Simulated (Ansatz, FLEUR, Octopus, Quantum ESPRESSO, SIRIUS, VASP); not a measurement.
**GaAs: 7 runs at one level of theory**

```
As Ga
1.0
     0.00000    2.82685    2.82685
     2.82685    0.00000    2.82685
     2.82685    2.82685    0.00000
As Ga
1 1
Direct
  0.75000 0.75000 0.75000
  0.00000 0.00000 0.00000
```

Alike in all runs: task single point; functional PBEsol; k mesh 8 × 8 × 8; occupations fermi-dirac, width 0.05 eV; no spin polarisation; no spin-orbit coupling. Pressure is positive in compression and, in plane waves, holds the error of the finite cutoff, which Ansatz's Pulay term estimates and takes out.

```csv
program and potentials,plane-wave cutoff (eV),notes,band gap (eV),pressure (GPa)
"Ansatz, Ansatz PAW",420,"potentials made for PBE, which Ansatz adapts in part; 14 valence electrons an atom on average; Pulay term of +0.03 GPa included",0.44,0.18
"SIRIUS, PseudoDojo 0.4.1 PBEsol standard (scalar relativistic)",1152,14 valence electrons an atom on average,0.44,0.26
"Octopus, pseudodojo_pbesol (PseudoDojo 0.4, PBEsol)",-,14 valence electrons an atom on average,0.44,-
"Quantum ESPRESSO, GBRV 1.5 PBEsol",762,12 valence electrons an atom on average,0.45,0.47
"FLEUR, all-electron, FLAPW",-,-,0.45,-
"VASP, PBE PAW files As, Ga_d, 520 eV",520,potentials made for PBE; 9 valence electrons an atom on average,0.46,0.34
"Ansatz, all-electron LAPW, scalar-relativistic",-,-,0.45,0.19
```

The band gap spans 0.44 (Octopus, pseudodojo_pbesol (PseudoDojo 0.4, PBEsol)) to 0.46 eV (VASP, PBE PAW files As, Ga_d, 520 eV), with all-electron results at 0.45. The pressure spans 0.18 (Ansatz, Ansatz PAW) to 0.47 GPa (Quantum ESPRESSO, GBRV 1.5 PBEsol), with all-electron results at 0.19. Spin-orbit coupling, left out here, moves the band edges of heavy atoms.

The functional is the same throughout but for its coding, so the spread measures potentials, basis and numerics; runs on potential files found faulty are left out.
